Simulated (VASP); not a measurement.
**B under changes of volume**

One of the cells (6.834 Å³/atom); the others are scaled copies at fixed shape and fractional positions:

```xyz
1
Lattice="1.8977 0.0000 0.0000 0.0000 1.8977 0.0000 0.0000 0.0000 1.8977" Properties=species:S:1:pos:R:3 pbc="T T T"
B     0.9489    0.9489    0.9489
```

The cell was built by a generator and needn't be a form met in nature.

```yaml
Program: VASP 6.6.1
Functional: PBE
Potentials_or_basis: VASP PAW PBE potentials, release 64 (B)
Cutoff: 520 eV
k_mesh: 14 × 14 × 14
Occupations: fermi-dirac, width 0.05 eV
Spin: no spin polarisation
```

```tsv
volume (Å³/atom)	energy over the lowest point (meV/atom)	pressure (GPa)
6.298	19.11	16.7
6.432	?	?
6.566	0.88	5.3
6.834	0.00	-4.1
6.968	5.12	-8.2
7.102	13.52	-11.9
```

Q: What does the run at 6.432 Å³/atom give?

A: Energy over the lowest point 7.60 meV/atom; pressure 10.7 GPa.

Worked out: A Birch-Murnaghan fit of order 3 (a polynomial in V^(-2/3)) to the other rows has its minimum at 6.71 Å³/atom with B0 = V·E''(V) = 234 GPa and B' = 3.7. It gives 7.62 meV/atom at 6.432 Å³/atom, against the run's 7.60, and -dE/dV = 10.8 GPa, against 10.7.

Energies are extrapolated to zero smearing.
